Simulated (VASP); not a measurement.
Set up this calculation in VASP 6.6.1, as the native input.

| Item | Value |
| --- | --- |
| Task | relaxation of cell and atoms |
| Functional | PBE |
| Potentials or basis | VASP PAW PBE potentials, release 64 (Ga_d, O) |
| Cutoff | 600 eV |
| k mesh | 4 × 4 × 4 |
| Occupations | fermi-dirac, width 0.05 eV |
| Spin | no spin polarisation |
| Further INCAR settings | ALGO = Normal; EDIFF = 1e-07; IBRION = 2; EDIFFG = -0.02; NSW = 40; ISIF = 3 |

The structure of Ga2O3 lies in POSCAR:

```
Ga2O3
1.0
    2.8769363900      0.0000000000      4.4776666700
   -1.4384682000      2.4915000000      4.4776666700
   -1.4384682000     -2.4915000000      4.4776666700
Ga O
4 6
Direct
    0.3554000000      0.3554000000      0.3554000000
    0.1446000000      0.1446000000      0.1446000000
    0.6446000000      0.6446000000      0.6446000000
    0.8554000000      0.8554000000      0.8554000000
    0.5549000000     -0.0549000000      0.2500000000
   -0.0549000000      0.2500000000      0.5549000000
    0.2500000000      0.5549000000     -0.0549000000
    0.4451000000      1.0549000000      0.7500000000
    1.0549000000      0.7500000000      0.4451000000
    0.7500000000      0.4451000000      1.0549000000
```

The cell was built by a generator and needn't be a form met in nature.

These files were run (other wordings do the same):

INCAR

```
PREC = Accurate ; ENCUT = 600
EDIFF = 1E-7 ; ISMEAR = -1
SIGMA = 0.05 ; LREAL = F
LASPH = T ; NELM = 80
ALGO = Normal ; ISIF = 3
LWAVE = F ; LCHARG = F
GGA = PE ; IBRION = 2
NSW = 40 ; EDIFFG = -0.02
```

KPOINTS

```
regular mesh
0
Gamma
  4 4 4
```

Potentials or basis: VASP PAW PBE potentials, release 64 (Ga_d, O).

Run with:

```bash
$ cat potpaw_PBE.64/Ga_d/POTCAR potpaw_PBE.64/O/POTCAR > POTCAR
$ mpirun -np 1 vasp_std > vasp.out
```

It gave:

| Property | Result |
| --- | --- |
| Relaxed volume | 10.09 Å³/atom |
| Relaxed cell | a = 5.406 Å, b = 5.406 Å, c = 5.406 Å, α = 55.82°, β = 55.82°, γ = 55.82° |
| Space group after relaxing (to 0.05 Å) | R-3c (No. 167) |
| Energy gained by relaxing | 15.0 meV/atom |
| Ionic steps | 6 |
| Pressure after relaxing | 0.1 GPa |
| Largest force after relaxing | 0.019 eV/Å |
| Band gap on the k mesh | 2.40 eV, indirect (least direct gap 2.59 eV) |

Run time: 12 min on 1 thread of Intel(R) Xeon(R) Platinum 8259CL CPU @ 2.50GHz (Skylake/Cascade Lake), with other jobs on the host, peak memory 0.36 GiB.
